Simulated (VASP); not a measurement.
# Tm (Fm-3m) in VASP: further runs

Runs on Tm. Level: PBEsol. Tasks: single point.

All numbers are computed with VASP 6.6.1; they aren't measurements. Logs are shortened: lines on timing, memory, paths and dates and some standing lists are left out, and cuts for length are marked.

### Step 1. The crystal as given

The structure is cubic, space group Fm-3m (No. 225). The conventional cell has a = 4.936 Å, b = 4.936 Å, c = 4.936 Å, α = 90.00°, β = 90.00°, γ = 90.00°. Tm (site symmetry m-3m) has 12 Tm at 3.49 Å as nearest neighbours.

This isn't the form of Tm at room conditions, which is hcp.

### Step 2. Single point, PBEsol, collinear spin, ferromagnetic start

Contents of INCAR:

```
SYSTEM = Tm
  ADDGRID = .FALSE.
  ALGO = Normal
  EDIFF = 1E-6
  ENCUT = 450
  GGA = PS
  ISIF = 2
  ISMEAR = 1
  ISPIN = 2
  LASPH = .TRUE.
  LCHARG = .FALSE.
  LMAXMIX = 6
  LORBIT = 11
  LREAL = .FALSE.
  LWAVE = .FALSE.
  MAGMOM = 2
  NBANDS = 22
  NELM = 100
  PREC = Accurate
  SIGMA = 0.2
```

Contents of KPOINTS:

```
k-points
0
G
  5 5 5
  0 0 0
```

Contents of POSCAR:

```
Tm
1.0
    0.0000000000      2.4680255249      2.4680255249
    2.4680255249      0.0000000000      2.4680255249
    2.4680255249      2.4680255249      0.0000000000
Tm
1
Direct
    0.0000000000      0.0000000000      0.0000000000
```

Potentials or basis: VASP PAW PBE potentials, release 64 (Tm).

Command:

```console
> cat potpaw_PBE.64/Tm/POTCAR > POTCAR
> mpirun -np 1 vasp_std > vasp.out
```

OUTCAR:

```text
SYSTEM = Tm
   EDIFF = 1E-6
   ENCUT = 450
   GGA = PS
   ISIF = 2
   ISMEAR = 1
   ISPIN = 2
   LASPH = .TRUE.
   LORBIT = 11
   LREAL = .FALSE.
   NELM = 100
   PREC = Accurate

 Found     10 irreducible k-points:

 Following reciprocal coordinates:
            Coordinates               Weight
  0.000000  0.000000  0.000000      1.000000
  0.200000  0.000000  0.000000      8.000000
  0.400000  0.000000  0.000000      8.000000
  0.200000  0.200000  0.000000      6.000000
  0.400000  0.200000  0.000000     24.000000
 -0.400000  0.200000  0.000000     24.000000
   k-points           NKPTS =     10   k-points in BZ     NKDIM =     10   number of bands    NBANDS=     22
   number of dos      NEDOS =    301   number of ions     NIONS =      1
   total plane-waves  NPLWV =  13824
   dimension x,y,z NGX =    24 NGY =   24 NGZ =   24
   dimension x,y,z NGXF=    48 NGYF=   48 NGZF=   48
   ions per type =               1
   NGX,Y,Z   is equivalent  to a cutoff of  11.43, 11.43, 11.43 a.u.
   NGXF,Y,Z  is equivalent  to a cutoff of  22.86, 22.86, 22.86 a.u.
 SYSTEM =  Tm
   PREC   = accura    normal or accurate (medium, high low for compatibility)
   ISTART =      0    job   : 0-new  1-cont  2-samecut
   ICHARG =      2    charge: 1-file 2-atom 10-const
   ISPIN  =      2    spin polarized calculation?
   LNONCOLLINEAR =      F non collinear calculations
   LSORBIT =      F    spin-orbit coupling
   LASPH  =      T    aspherical Exc in radial PAW
   ENCUT  =  450.0 eV  33.07 Ry    5.75 a.u.   6.04  6.04  6.04*2*pi/ulx,y,z
   NELM   =    100;   NELMIN=  2; NELMDL= -5     # of ELM steps
   EDIFF  = 0.1E-05   stopping-criterion for ELM
   LREAL  =      F    real-space projection
   EDIFFG = 0.1E-04   stopping-criterion for IOM
   NSW    =      0    number of steps for IOM
   IBRION =     -1    ionic relax: 0-MD 1-quasi-New 2-CG
   NFREE  =      0    steps in history (QN), initial steepest desc. (CG)
   ISIF   =      2    stress and relaxation
   ISYM   =      2    0-nonsym 1-usesym 2-fastsym
   POTIM  = 0.5000    time-step for ionic-motion
   TEBEG  =    0.0;   TEEND  =   0.0 temperature during run
   PSTRESS=    0.0 pullay stress
   NELECT =      23.0000    total number of electrons
   NUPDOWN=      -1.0000    fix difference up-down
   EMIN   =  10.00;   EMAX   =-10.00  energy-range for DOS
   EFERMI =   0.00;   METHOD = LEGACY
   ISMEAR =     1;   SIGMA  =   0.20  broadening in eV -4-tet -1-fermi 0-gaus
   EFERMI_NEDOS =   21; number of points for ismear=-14 and -15
   IALGO  =     38    algorithm
   IMIX   =      4    mixing-type and parameters
     AMIX     =   0.40;   BMIX     =  1.00
     AMIX_MAG =   1.60;   BMIX_MAG =  1.00
  volume/ion in A,a.u.               =      30.07       202.90
  Fermi-wavevector in a.u.,A,eV,Ry     =   1.497239  2.829371 30.500515  2.241725
  Thomas-Fermi vector in A             =   2.609152
   LORBIT       =     11    0 simple, 1 ext, 2 COOP (PROOUT), +10 PAW based schemes
   GGA     = PS    functional components
   LHFCALC =     F    Hartree Fock is set to
   AEXX    =    0.0000 exact exchange contribution
   IVDW    =     0    specifies the selected vdW correction
   LEPSILON=     F    determine dielectric tensor
   LRPA    =     F    only Hartree local field effects (RPA)
 spin polarized calculation
 Methfessel and Paxton  Order N= 1 SIGMA  =   0.20
  energy-cutoff  :      450.00
  volume of cell :       30.07
 maximum number of plane-waves:       660
   NGX = 13   NGY = 13   NGZ = 13

 number of electron      23.0000008 magnetization       1.0423650

 Free energy of the ion-electron system (eV)
  ---------------------------------------------------
  ext. energy  EPLUGINS =         0.00000000
  ---------------------------------------------------
  free energy    TOTEN  =        -4.34436076 eV

  energy without entropy =       -4.32248703  energy(sigma->0) =       -4.33706952

 E-fermi :   2.1030     XC(G=0): -10.4225

 val. band max:        2.0965882185   @ k =  -0.4000   0.4000   0.0000
 cond. band min:       2.1048462908   @ k =  -0.4000   0.2000   0.0000
 fundamental gap:      0.0082580723
 Fermi energy:         2.1029634809

 spin component 1

 k-point     1 :       0.0000    0.0000    0.0000
  band No.  band energies     occupation
      1     -48.2303      1.00000
      2     -21.1352      1.00000
      3     -21.1352      1.00000
      4     -21.1352      1.00000
      5      -3.1200      1.00000
      6       0.5080      1.00000
[... 14 lines left out ...]
     21      15.9174      0.00000
     22      18.0053      0.00000

 k-point     2 :       0.2000    0.0000    0.0000
  band No.  band energies     occupation
      1     -48.2152      1.00000
      2     -21.3688      1.00000
      3     -21.1648      1.00000
      4     -21.1648      1.00000
      5      -2.0588      1.00000
      6       0.5326      1.00000
[... 14 lines left out ...]
     21      18.0404      0.00000
     22      19.4906      0.00000

 k-point     3 :       0.4000    0.0000    0.0000
  band No.  band energies     occupation
      1     -48.1907      1.00000
      2     -21.7241      1.00000
      3     -21.2120      1.00000
      4     -21.2120      1.00000
      5      -0.0882      1.00000
      6       0.6068      1.00000
[... 14 lines left out ...]
     21      17.1170      0.00000
     22      21.4723      0.00000

 k-point     4 :       0.2000    0.2000    0.0000
  band No.  band energies     occupation
      1     -48.2102      1.00000
      2     -21.3608      1.00000
      3     -21.2161      1.00000
      4     -21.2161      1.00000
      5      -1.7113      1.00000
      6       0.5404      1.00000
[... 14 lines left out ...]
     21      16.4616      0.00000
     22      20.2318      0.00000

 k-point     5 :       0.4000    0.2000    0.0000
  band No.  band energies     occupation
      1     -48.1889      1.00000
      2     -21.6172      1.00000
      3     -21.2982      1.00000
      4     -21.2700      1.00000
      5       0.0857      1.00000
      6       0.6069      1.00000
[... 14 lines left out ...]
     21      18.1416      0.00000
     22      19.9626      0.00000

 k-point     6 :      -0.4000    0.2000    0.0000
  band No.  band energies     occupation
      1     -48.1807      1.00000
      2     -21.6976      1.00000
      3     -21.3841      1.00000
      4     -21.2526      1.00000
      5       0.6418      1.00000
      6       0.7653      1.00000
[... 14 lines left out ...]
     21      16.7021      0.00000
     22      21.1876      0.00000

 [... further k-points ...]

 spin component 2

 k-point     1 :       0.0000    0.0000    0.0000
  band No.  band energies     occupation
      1     -47.7152      1.00000
      2     -20.7970      1.00000
      3     -20.7970      1.00000
      4     -20.7970      1.00000
      5      -3.3276      1.00000
      6       1.8800      1.03331
[... 14 lines left out ...]
     21      15.8156      0.00000
     22      17.7868      0.00000

 k-point     2 :       0.2000    0.0000    0.0000
  band No.  band energies     occupation
      1     -47.6992      1.00000
      2     -21.0456      1.00000
      3     -20.8282      1.00000
      4     -20.8282      1.00000
      5      -2.2556      1.00000
      6       1.8101      1.02922
[... 14 lines left out ...]
     21      17.9669      0.00000
     22      19.3537      0.00000

 k-point     3 :       0.4000    0.0000    0.0000
  band No.  band energies     occupation
      1     -47.6731      1.00000
      2     -21.4220      1.00000
      3     -20.8781      1.00000
      4     -20.8781      1.00000
      5      -0.2904      1.00000
      6       1.7332      1.01263
[... 14 lines left out ...]
     21      16.9708      0.00000
     22      21.2009      0.00000

 k-point     4 :       0.2000    0.2000    0.0000
  band No.  band energies     occupation
      1     -47.6938      1.00000
      2     -21.0375      1.00000
      3     -20.8825      1.00000
      4     -20.8825      1.00000
      5      -1.9012      1.00000
      6       1.8139      1.03000
[... 14 lines left out ...]
     21      16.4127      0.00000
     22      20.1750      0.00000

 k-point     5 :       0.4000    0.2000    0.0000
  band No.  band energies     occupation
      1     -47.6711      1.00000
      2     -21.3089      1.00000
      3     -20.9697      1.00000
      4     -20.9394      1.00000
      5      -0.0789      1.00000
      6       1.7426      1.01436
[... 14 lines left out ...]
     21      18.0546      0.00000
     22      19.8263      0.00000

 k-point     6 :      -0.4000    0.2000    0.0000
  band No.  band energies     occupation
      1     -47.6624      1.00000
      2     -21.3935      1.00000
      3     -21.0610      1.00000
      4     -20.9210      1.00000
      5       0.9395      1.00000
      6       1.7301      1.01209
[... 14 lines left out ...]
     21      16.6066      0.00000
     22      21.0307      0.00000

 [... further k-points ...]

------------------------ aborting loop because EDIFF is reached ----------------------------------------

  FORCE on cell =-STRESS in cart. coord.  units (eV):
  Direction    XX          YY          ZZ          XY          YZ          ZX
  --------------------------------------------------------------------------------------
  -------------------------------------------------------------------------------------
  Total        0.0049170      0.0049170      0.0049170      0.0000000      0.0000000     -0.0000000
  in kB        0.2620185      0.2620185      0.2620185      0.0000000      0.0000000     -0.0000000
  external PRESSURE =       0.2620185 kB  Pullay stress =       0.0000000 kB

 VOLUME and BASIS-vectors are now :
 -----------------------------------------------------------------------------
  energy-cutoff  :      450.00
  volume of cell :       30.07
      direct lattice vectors                 reciprocal lattice vectors
     0.000000000  2.468025525  2.468025525    -0.202591098  0.202591098  0.202591098
     2.468025525  0.000000000  2.468025525     0.202591098 -0.202591098  0.202591098
     2.468025525  2.468025525  0.000000000     0.202591098  0.202591098 -0.202591098

 POSITION                                       TOTAL-FORCE (eV/Angst)
 -----------------------------------------------------------------------------------
      0.00000      0.00000      0.00000         0.000000      0.000000      0.000000
 -----------------------------------------------------------------------------------
    total drift:                                0.000000     -0.000000     -0.000000

  FREE ENERGIE OF THE ION-ELECTRON SYSTEM (eV)
  ---------------------------------------------------
  free  energy   TOTEN  =        -4.3443607564 eV

  energy  without entropy=       -4.3224870338  energy(sigma->0) =       -4.33706952

 total charge

# of ion       s       p       d       f       tot
--------------------------------------------------
    1        2.224   5.934   0.411  12.499  21.068

 magnetization (x)

# of ion       s       p       d       f       tot
--------------------------------------------------
    1        0.003  -0.035  -0.073   1.287   1.182
```

Run time: 51 s. Hardware: 1 thread of AMD EPYC, shared host; peak memory 0.12 GiB.

These settings aren't checked as converged: the numbers below hold their error.

What came out:

```
Free energy                                           : -4.3444 eV
Pressure                                              : 0.0 GPa
Band gap on the k mesh                                : none (metal or under the smearing width)
Net moment                                            : 1.04 μB per cell
Site moments                                          : Tm +1.18 μB
Valence electrons inside the program's atomic spheres : Tm 21.07
```

Caveat: the k mesh is coarse (spacing up to 0.44 Å⁻¹), so the values aren't converged; the magnetic or orbital state may not be the lowest; the PAW data sets were made with another functional, which shifts forces and pressure a little; spin-orbit coupling is left out, which moves the levels of the heavy elements.

### Step 3. Single point, PBEsol, collinear spin, ferromagnetic start

Edit INCAR of step 2 so:

```diff
@@ -4,3 +4,3 @@
   EDIFF = 1E-6
-  ENCUT = 450
+  ENCUT = 550
   GGA = PS
```

KPOINTS is that of step 2.

POSCAR is that of step 2.

Potentials or basis: VASP PAW PBE potentials, release 64 (Tm).

Command:

```console
> cat potpaw_PBE.64/Tm/POTCAR > POTCAR
> mpirun -np 1 vasp_std > vasp.out
```

It took 71 s on 1 thread of AMD EPYC, shared host; peak memory 0.15 GiB.

These settings aren't checked as converged: the numbers below hold their error.

Results:

- Free energy: -4.3510 eV
- Pressure: 1.2 GPa
- Band gap on the k mesh: none (metal or under the smearing width)
- Net moment: 1.04 μB per cell
- Site moments: Tm +1.18 μB
- Valence electrons inside the program's atomic spheres: Tm 21.07

Caveat: the k mesh is coarse (spacing up to 0.44 Å⁻¹), so the values aren't converged; the magnetic or orbital state may not be the lowest; the PAW data sets were made with another functional, which shifts forces and pressure a little; spin-orbit coupling is left out, which moves the levels of the heavy elements.

### Step 4. Single point, PBEsol, collinear spin, ferromagnetic start

Edit INCAR of step 3 so:

```diff
@@ -4,3 +4,3 @@
   EDIFF = 1E-6
-  ENCUT = 550
+  ENCUT = 700
   GGA = PS
```

KPOINTS is that of step 3.

POSCAR is that of step 3.

Command:

```console
> cat potpaw_PBE.64/Tm/POTCAR > POTCAR
> mpirun -np 1 vasp_std > vasp.out
```

Run time: 79 s. Hardware: 1 thread of AMD EPYC, shared host; peak memory 0.17 GiB.

These settings aren't checked as converged: the numbers below hold their error.

Results:

```
Free energy                                           : -4.3529 eV
Pressure                                              : 1.5 GPa
Band gap on the k mesh                                : none (metal or under the smearing width)
Net moment                                            : 1.04 μB per cell
Site moments                                          : Tm +1.18 μB
Valence electrons inside the program's atomic spheres : Tm 21.07
```

Caveat: the k mesh is coarse (spacing up to 0.44 Å⁻¹), so the values aren't converged; the magnetic or orbital state may not be the lowest; the PAW data sets were made with another functional, which shifts forces and pressure a little; spin-orbit coupling is left out, which moves the levels of the heavy elements.

### Step 5. Single point, PBEsol, collinear spin, ferromagnetic start

Edit INCAR of step 4 so:

```diff
@@ -4,3 +4,3 @@
   EDIFF = 1E-6
-  ENCUT = 700
+  ENCUT = 250
   GGA = PS
```

Contents of KPOINTS:

```
k-points
0
G
  10 10 10
  0 0 0
```

POSCAR is that of step 4.

Potentials or basis: VASP PAW PBE potentials, release 64 (Tm).

Command:

```console
> cat potpaw_PBE.64/Tm/POTCAR > POTCAR
> mpirun -np 1 vasp_std > vasp.out
```

OUTCAR:

```text
SYSTEM = Tm
   EDIFF = 1E-6
   ENCUT = 250
   GGA = PS
   ISIF = 2
   ISMEAR = 1
   ISPIN = 2
   LASPH = .TRUE.
   LORBIT = 11
   LREAL = .FALSE.
   NELM = 100
   PREC = Accurate

 Found     47 irreducible k-points:

 Following reciprocal coordinates:
            Coordinates               Weight
  0.000000  0.000000  0.000000      1.000000
  0.100000  0.000000  0.000000      8.000000
  0.200000  0.000000  0.000000      8.000000
  0.300000  0.000000  0.000000      8.000000
  0.400000  0.000000  0.000000      8.000000
  0.500000  0.000000  0.000000      4.000000
   k-points           NKPTS =     47   k-points in BZ     NKDIM =     47   number of bands    NBANDS=     22
   number of dos      NEDOS =    301   number of ions     NIONS =      1
   total plane-waves  NPLWV =   5832
[... 386 lines left out ...]
  Total       -2.8930173     -2.8930173     -2.8930173     -0.0000000     -0.0000000     -0.0000000
  in kB     -154.1638945   -154.1638945   -154.1638945     -0.0000000     -0.0000000     -0.0000000
  external PRESSURE =    -154.1638945 kB  Pullay stress =       0.0000000 kB

 VOLUME and BASIS-vectors are now :
 -----------------------------------------------------------------------------
  energy-cutoff  :      250.00
  volume of cell :       30.07
      direct lattice vectors                 reciprocal lattice vectors
     0.000000000  2.468025525  2.468025525    -0.202591098  0.202591098  0.202591098
     2.468025525  0.000000000  2.468025525     0.202591098 -0.202591098  0.202591098
     2.468025525  2.468025525  0.000000000     0.202591098  0.202591098 -0.202591098

 POSITION                                       TOTAL-FORCE (eV/Angst)
 -----------------------------------------------------------------------------------
      0.00000      0.00000      0.00000         0.000000      0.000000      0.000000
 -----------------------------------------------------------------------------------
    total drift:                                0.000000     -0.000000      0.000000

  FREE ENERGIE OF THE ION-ELECTRON SYSTEM (eV)
  ---------------------------------------------------
  free  energy   TOTEN  =        -3.9478221795 eV

  energy  without entropy=       -3.9304824211  energy(sigma->0) =       -3.94204226

 total charge

# of ion       s       p       d       f       tot
--------------------------------------------------
    1        2.225   6.019   0.450  12.408  21.103

 magnetization (x)

# of ion       s       p       d       f       tot
--------------------------------------------------
    1        0.003  -0.040  -0.088   1.410   1.286
```

stdout:

```text
POSCAR found type information on POSCAR Tm
 POSCAR found :  1 types and       1 ions
 scaLAPACK will be used
 -----------------------------------------------------------------------------
|                                                                             |
|                                                                             |
|     You enforced a specific xc type in the INCAR file but a different       |
|     I HOPE YOU KNOW WHAT YOU ARE DOING!                                     |
|                                                                             |
 -----------------------------------------------------------------------------

 LDA part: xc-table for (Slater+PW92), standard interpolation
 POSCAR, INCAR and KPOINTS ok, starting setup
 FFT: planning ... GRIDC
 FFT: planning ... GRID_SOFT
 FFT: planning ... GRID
 WAVECAR not read
 entering main loop
```

It took 78 s on 1 thread of AMD EPYC, shared host; peak memory 0.11 GiB.

The run converged, but a check on its numbers failed (symmetry, net force, bounds or a known fault of this set-up), so they aren't taken as properties of the crystal.

Caveat: the cutoff lies under the usual one of these potentials, so the numbers hold a large basis-set error; the magnetic or orbital state may not be the lowest; the PAW data sets were made with another functional, which shifts forces and pressure a little; spin-orbit coupling is left out, which moves the levels of the heavy elements.

### Step 6. Single point, PBEsol, collinear spin, ferromagnetic start

Edit INCAR of step 5 so:

```diff
@@ -4,3 +4,3 @@
   EDIFF = 1E-6
-  ENCUT = 250
+  ENCUT = 300
   GGA = PS
```

KPOINTS is that of step 5.

POSCAR is that of step 5.

Potentials or basis: VASP PAW PBE potentials, release 64 (Tm).

Command:

```console
> cat potpaw_PBE.64/Tm/POTCAR > POTCAR
> mpirun -np 1 vasp_std > vasp.out
```

Run time: 94 s. Hardware: 1 thread of AMD EPYC, shared host; peak memory 0.12 GiB.

The run converged, but a check on its numbers failed (symmetry, net force, bounds or a known fault of this set-up), so they aren't taken as properties of the crystal.

Caveat: the cutoff lies under the usual one of these potentials, so the numbers hold a large basis-set error; the magnetic or orbital state may not be the lowest; the PAW data sets were made with another functional, which shifts forces and pressure a little; spin-orbit coupling is left out, which moves the levels of the heavy elements.

### Step 7. The reference run

An earlier run on the cell as given: functional PBE; potentials or basis VASP PAW PBE potentials, release 64 (Tm); cutoff 520 eV; k mesh 9 × 9 × 9; occupations fermi-dirac, width 0.05 eV; collinear spin, ferromagnetic start; starting moments [2.0] μB.

* Pressure: 3.5 GPa
* Band gap on the k mesh: none (metal or under the smearing width)
* Net moment: 0.96 μB per cell
* Site moments: Tm +1.14 μB
* Valence electrons inside the program's atomic spheres: Tm 21.08
